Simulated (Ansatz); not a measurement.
# Rh (Fm-3m) in Ansatz: settings compared, part 2 of 2

Ansatz 0.2.0. The steps go on from the part before.

## Step 3: Single point, LDA, 12.85 Å³/atom (volume scaled by 0.94)

Input file input.yaml:

```yaml
crystal:
  lattice:
    - [0.0, 1.8591074964, 1.8591074964]
    - [1.8591074964, 0.0, 1.8591074964]
    - [1.8591074964, 1.8591074964, 0.0]
  atoms:
    - { symbol: Rh, position: [0.0, 0.0, 0.0] }
kpoints:
  mp_grid: { grid: [12, 12, 12] }
scf:
  occupations: { method: fermi_dirac, width: 0.05 }
hamiltonian:
  xc: lda
  pseudopotentials: { kind: all_electron, lapw: { basis_error: 0.001 } }
output:
  forces: true
  stress: true
  eigenvalues: true
```

Potentials or basis: all-electron LAPW, scalar-relativistic.

On the command line:

```
$ ansatz run input.yaml --threads 1 --pin off --max-ram 3072MiB --backend cpu --events-out ev --progress --plain --runs-dir out
```

Output:

```text
Warning: RAYON_NUM_THREADS=1 ignored (pool sized by the plan → 1); use --threads N
LAPW: plane waves up to 8.731 Å⁻¹, error target 1.0e-3 eV per atom; small_component_spin mean_spin; Rh in spheres of 1.315 Å, 27 of its electrons in bands, Dirac shells [] (how accurate: hamiltonian.pseudopotentials.lapw.basis_error, Limitations)
Engine: ansatz 0.2.0, aarch64-unknown-linux-gnu
Pseudopotentials: kind: all_electron
Pseudopotential: Rh, LAPW, valence charge 27, lapw/all_electron/scalar/gaussian/Rh, Koelling and Harmon's equation, gaussian nucleus
Functional definition: SPW92
  exchange = slater_x
  correlation = pw_c
Crystal: 1 atoms, lattice volume = 12.851 Å³
Basis set: ecut = 290.4181385912911 eV, 137 PW (Γ), exchange–correlation at level 2
Bands: 18, of which v1, the nominal top of the filled ones, is band 14 counted from 1 (13 counted from 0)
Symmetry: 48 space group operations
Space group: Fm-3m (ITA 225), of the structure as read, at distance tolerance 2.3e-5 Å
k-points: 72 of 1728
Non-local potential: Rh, projectors of the file, none
Initial density: superposition of atomic densities (chi_scale 0.1, normalization cell)
Initial wavefunctions: plane waves of lowest kinetic energy (no species holds an atomic orbital)
Functional: x = slater, c = lda
iter 1 solved again at ethr=3.66e-4 eV; its pass at ethr=1.00e-1 eV (dr2=9.89e-2 eV) is discarded
SCF iter   1: F=—  HF=-130063.727122 eV  |F-HF|=—  |Δ(HF+E_count)|=         —  Δρ=4.04e-2  dr2=9.94e-2  ethr=3.66e-4  ⟨swp⟩=3.0  Hψ=8495  notcnv=0
preconditioner: auto → none  [metal: Δε(μ)=0.070 eV  Ē_g=14.506 eV  σ=0.050 eV  W_gap=0.34  n_scr=8 (ndim 8)  ℏωp=31.1 eV  f_vac=0.000  D(μ)=0.55/eV (n_scr^D=0)  sad-step TF]
iter 2 solved again at ethr=1.17e-5 eV; its pass at ethr=3.66e-4 eV (dr2=3.16e-3 eV) is discarded
SCF iter   2: F=—  HF=-130063.237529 eV  |F-HF|=—  |Δ(HF+E_count)|=   4.90e-1  Δρ=5.70e-3  dr2=3.16e-3  ethr=1.17e-5  ⟨swp⟩=2.0  Hψ=6605  notcnv=0
SCF iter   3: F=—  HF=-130063.198860 eV  |F-HF|=—  |Δ(HF+E_count)|=         —  Δρ=6.15e-3  dr2=2.87e-3  ethr=1.17e-5  ⟨swp⟩=2.0  Hψ=3651  notcnv=0
the basis was enlarged: its passes take 435.6 KiB over the memory plan, 1 of 1 planned eigensolver slots
SCF iter   4: F=—  HF=-130063.196059 eV  |F-HF|=—  |Δ(HF+E_count)|=   2.80e-3  Δρ=8.89e-4  dr2=6.43e-5  ethr=1.06e-5  ⟨swp⟩=2.0  Hψ=3594  notcnv=0
SCF iter   5: F=—  HF=-130063.196036 eV  |F-HF|=—  |Δ(HF+E_count)|=   2.30e-5  Δρ=7.09e-5  dr2=3.99e-7  ethr=2.38e-7  ⟨swp⟩=2.0  Hψ=3596  notcnv=0
SCF iter   6: F=-130063.196036 eV  HF=-130063.196036 eV  |F-HF|=1.72e-9  |Δ(HF+E_count)|=   6.25e-8  Δρ=1.96e-6  dr2=2.18e-10  ethr=1.48e-9  ⟨swp⟩=2.3  Hψ=3620  notcnv=0
SCF 1 converged in 6 iterations: F = -130063.196036 eV  dr2 = 2.18e-10
SCF converged after 6 iterations
Free energy (F): -130063.196036 eV
Harris-Foulkes:  -130063.196036 eV  (|F-HF|=1.72e-9)
Internal energy: -130063.188815 eV  (E = F + TS)
E sigma→0 (E₀):  -130063.192425 eV
Entropy (-TS):   -0.007221 eV (-7.221 meV/atom)
Fermi energy:    26.444893 eV
--- Per-component energies (eV) ---
  E_band       = -2728.801817
  E_kinetic    = 135455.382885
  E_xc         = -3655.683097
  E_electrostatic = -261862.888603  (all electrons and nuclei)
  E_smearing   = -0.007221  (= −TS)
  E_closure    = 0.000000  (closes the sum)
  E_atoms      = -130054.476644  (free atoms, spherical and without spin; not in F)
  Σ components = -130063.196036   (vs F -130063.196036, Δ=0.00e0)
  Basis errors (estimates in eV, not in F): energy 2.0e-4 per atom: plane waves 1.6e-4 (1.2e-4 summed), levels above the bands 8.8e-174, relativity 5.3e-9, radial functions 3.5e-5, core shells 6.3e-7; eigenvalues (radial functions only) 5.9e-6; not estimated: angular momenta, meshes, grids; target (lapw.basis_error) 1.0e-3; muffin-tin radii Rh 1.315 Å
--- Forces (eV/Å), atoms counted from 1 ---
  atom   1  Rh    -0.00000000    -0.00000000     0.00000000
  max |Σ_I F_I| component: 6.41e-31 eV/Å
--- Stress (GPa, compression-positive) ---
        9.630725      -0.000000       0.000000
       -0.000000       9.630725      -0.000000
        0.000000      -0.000000       9.630725
  P = ⅓ Tr σ = 9.6307 GPa (96.307 kbar)
--- Band table (eV; the first three rows and the last of 72) ---
  k-point 0: bands = ["-270.8233", "-270.8233", "-270.8233", "-270.7939", "-270.7939", "-52.5309", "-19.9552", "-19.9552", "-19.9552", "17.8658", "22.9638", "22.9638", "22.9638", "25.3218", "25.3218", "42.0904", "47.7402", "47.7402"]
  k-point 1: bands = ["-270.8233", "-270.8233", "-270.8233", "-270.7939", "-270.7939", "-52.5207", "-20.0201", "-19.9638", "-19.9638", "18.1611", "22.8302", "23.0811", "23.0811", "25.2553", "25.2553", "42.5387", "46.4589", "48.1927"]
  k-point 2: bands = ["-270.8233", "-270.8233", "-270.8233", "-270.7939", "-270.7939", "-52.4930", "-20.1957", "-19.9873", "-19.9873", "18.9365", "22.5983", "23.3193", "23.3193", "25.1949", "25.1949", "43.5651", "44.1784", "49.4643"]
  k-point 71: bands = ["-270.8233", "-270.8233", "-270.8233", "-270.7939", "-270.7939", "-52.3274", "-20.5690", "-20.5690", "-20.3070", "20.8299", "22.1825", "22.1825", "25.0501", "27.5392", "36.4965", "36.4965", "38.1502", "39.7595"]
```

Run time: 8.9 s. Hardware: 1 thread of Arm Neoverse N1, shared host; peak memory 0.26 GiB.

What came out:

```yaml
Free_energy: -130063.1960 eV
Pressure: 9.6 GPa
Band_gap_on_the_k_mesh: none (metal or under the smearing width)
```

## Step 4: Single point, LDA, 13.12 Å³/atom (volume scaled by 0.96)

Changes to input.yaml since step 3:

```diff
@@ -2,5 +2,5 @@
   lattice:
-    - [0.0, 1.8591074964, 1.8591074964]
-    - [1.8591074964, 0.0, 1.8591074964]
-    - [1.8591074964, 1.8591074964, 0.0]
+    - [0.0, 1.8722002341, 1.8722002341]
+    - [1.8722002341, 0.0, 1.8722002341]
+    - [1.8722002341, 1.8722002341, 0.0]
   atoms:
```

On the command line:

```
$ ansatz run input.yaml --threads 1 --pin off --max-ram 3072MiB --backend cpu --events-out ev --progress --plain --runs-dir out
```

Wall time 8.7 s (1 thread of Arm Neoverse N1, shared host); peak memory 0.26 GiB.

The run converged. Its results:

```
Free energy            : -130063.2061 eV
Pressure               : 2.3 GPa
Band gap on the k mesh : none (metal or under the smearing width)
```

## Step 5: Single point, LDA, 13.40 Å³/atom (volume scaled by 0.98)

Changes to input.yaml since step 4:

```diff
@@ -2,5 +2,5 @@
   lattice:
-    - [0.0, 1.8722002341, 1.8722002341]
-    - [1.8722002341, 0.0, 1.8722002341]
-    - [1.8722002341, 1.8722002341, 0.0]
+    - [0.0, 1.8851123679, 1.8851123679]
+    - [1.8851123679, 0.0, 1.8851123679]
+    - [1.8851123679, 1.8851123679, 0.0]
   atoms:
```

On the command line:

```
$ ansatz run input.yaml --threads 1 --pin off --max-ram 3072MiB --backend cpu --events-out ev --progress --plain --runs-dir out
```

It took 8.9 s on 1 thread of Arm Neoverse N1, shared host; peak memory 0.26 GiB.

Results (log left out):

| Property | Result |
| --- | --- |
| Free energy | -130063.2044 eV |
| Pressure | -4.2 GPa |
| Band gap on the k mesh | none (metal or under the smearing width) |

## Step 6: Single point, LDA, 13.67 Å³/atom

Changes to input.yaml since step 5:

```diff
@@ -2,5 +2,5 @@
   lattice:
-    - [0.0, 1.8851123679, 1.8851123679]
-    - [1.8851123679, 0.0, 1.8851123679]
-    - [1.8851123679, 1.8851123679, 0.0]
+    - [0.0, 1.89785, 1.89785]
+    - [1.89785, 0.0, 1.89785]
+    - [1.89785, 1.89785, 0.0]
   atoms:
```

Potentials or basis: all-electron LAPW, scalar-relativistic.

On the command line:

```
$ ansatz run input.yaml --threads 1 --pin off --max-ram 3072MiB --backend cpu --events-out ev --progress --plain --runs-dir out
```

It took 9.2 s on 1 thread of Arm Neoverse N1, shared host; peak memory 0.26 GiB.

Results (log left out):

```yaml
Free_energy: -130063.1923 eV
Pressure: -9.9 GPa
Band_gap_on_the_k_mesh: none (metal or under the smearing width)
```

## Step 7: Single point, LDA, 13.94 Å³/atom (volume scaled by 1.02)

Changes to input.yaml since step 6:

```diff
@@ -2,5 +2,5 @@
   lattice:
-    - [0.0, 1.89785, 1.89785]
-    - [1.89785, 0.0, 1.89785]
-    - [1.89785, 1.89785, 0.0]
+    - [0.0, 1.9104189093, 1.9104189093]
+    - [1.9104189093, 0.0, 1.9104189093]
+    - [1.9104189093, 1.9104189093, 0.0]
   atoms:
```

On the command line:

```
$ ansatz run input.yaml --threads 1 --pin off --max-ram 3072MiB --backend cpu --events-out ev --progress --plain --runs-dir out
```

Wall time 9.3 s (1 thread of Arm Neoverse N1, shared host); peak memory 0.26 GiB.

Results (log left out):

| Property | Result |
| --- | --- |
| Free energy | -130063.1710 eV |
| Pressure | -14.9 GPa |
| Band gap on the k mesh | none (metal or under the smearing width) |

## Step 8: Single point, LDA, 14.22 Å³/atom (volume scaled by 1.04)

Changes to input.yaml since step 7:

```diff
@@ -2,5 +2,5 @@
   lattice:
-    - [0.0, 1.9104189093, 1.9104189093]
-    - [1.9104189093, 0.0, 1.9104189093]
-    - [1.9104189093, 1.9104189093, 0.0]
+    - [0.0, 1.9228245745, 1.9228245745]
+    - [1.9228245745, 0.0, 1.9228245745]
+    - [1.9228245745, 1.9228245745, 0.0]
   atoms:
```

On the command line:

```
$ ansatz run input.yaml --threads 1 --pin off --max-ram 3072MiB --backend cpu --events-out ev --progress --plain --runs-dir out
```

Wall time 9.5 s (1 thread of Arm Neoverse N1, shared host); peak memory 0.26 GiB.

Results (log left out):

```yaml
Free_energy: -130063.1417 eV
Pressure: -19.3 GPa
Band_gap_on_the_k_mesh: none (metal or under the smearing width)
```

## Step 9: Single point, LDA, 14.49 Å³/atom (volume scaled by 1.06)

Changes to input.yaml since step 8:

```diff
@@ -2,5 +2,5 @@
   lattice:
-    - [0.0, 1.9228245745, 1.9228245745]
-    - [1.9228245745, 0.0, 1.9228245745]
-    - [1.9228245745, 1.9228245745, 0.0]
+    - [0.0, 1.935072195, 1.935072195]
+    - [1.935072195, 0.0, 1.935072195]
+    - [1.935072195, 1.935072195, 0.0]
   atoms:
```

Potentials or basis: all-electron LAPW, scalar-relativistic.

On the command line:

```
$ ansatz run input.yaml --threads 1 --pin off --max-ram 3072MiB --backend cpu --events-out ev --progress --plain --runs-dir out
```

It took 9.3 s on 1 thread of Arm Neoverse N1, shared host; peak memory 0.26 GiB.

Results (log left out):

```
Free energy            : -130063.1054 eV
Pressure               : -23.2 GPa
Band gap on the k mesh : none (metal or under the smearing width)
```

## Step 10: Equation of state, LDA

Potentials or basis: all-electron LAPW, scalar-relativistic.

This step only gathers the single runs of the series.

What came out:

```
Equilibrium volume                      : 13.22 Å³/atom
Bulk modulus                            : 319 GPa
Pressure derivative of the bulk modulus : 5.1
```

Energy against volume, from the lowest point:
| volume (Å³/atom) | energy (meV/atom) |
| --- | --- |
| 12.851 | 10.05 |
| 13.125 | 0.00 |
| 13.398 | 1.72 |
| 13.671 | 13.82 |
| 13.945 | 35.06 |
| 14.218 | 64.35 |
| 14.492 | 100.70 |

LDA usually gives volumes a few per cent too small.

## Step 11: How close it comes

Step 10. A measured bulk modulus of Rh is 264 GPa (quoted in “Thermal equation of state of rhodium characterized by XRD in a resistively heated diamond anvil cell”, 2024, pmc:11535440); the calculated 319 GPa misses it by +20.9 %. The fit is for a static lattice scaled at fixed shape and fixed fractional positions.
